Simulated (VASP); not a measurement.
A run of VASP 6.6.1:

POSCAR

```
Hf
1.0
   -1.8050000000      1.8050000000      1.8050000000
    1.8050000000     -1.8050000000      1.8050000000
    1.8050000000      1.8050000000     -1.8050000000
Hf
1
Direct
    0.0000000000      0.0000000000      0.0000000000
```

File INCAR.step1:

```
SYSTEM = Hf
PREC = Accurate
ENCUT = 520
ISMEAR = 0
SIGMA = 0.15
LREAL = .False.
LASPH = .True.
NELM = 100
NBANDS = 11
GGA = PE
ALGO = Normal
EDIFF = 1E-4
LWAVE = .True.
LCHARG = .False.
```

Contents of INCAR.step2:

```
SYSTEM = Hf
PREC = Accurate
ENCUT = 520
EDIFF = 1E-7
ISMEAR = 0
SIGMA = 0.15
LREAL = .False.
LASPH = .True.
NELM = 100
ALGO = Normal
ISIF = 2
LWAVE = .False.
LCHARG = .False.
METAGGA = R2SCAN
LMIXTAU = .True.
NBANDS = 11
ISTART = 1
```

Contents of KPOINTS:

```
regular mesh
0
Gamma
  20 20 20
  0 0 0
```

Potentials or basis: VASP PAW PBE potentials, release 64 (Hf_pv).

Run with:

```sh
$ cat potpaw_PBE.64/Hf_pv/POTCAR > POTCAR
$ cp INCAR.step1 INCAR
$ mpirun -np 1 vasp_std > vasp.out
$ cp INCAR.step2 INCAR
$ mpirun -np 1 vasp_std > vasp.out
```

Hardware: 1 thread of Intel(R) Xeon(R) 6975P-C (Granite Rapids), with other jobs on the host.

**Question.** Estimate the wall time of this run.

**Answer.** It took 68 s on 1 thread of Intel(R) Xeon(R) 6975P-C (Granite Rapids), on a shared host, peak memory 0.2 GiB. Counts: scf iterations 13, k points 256.
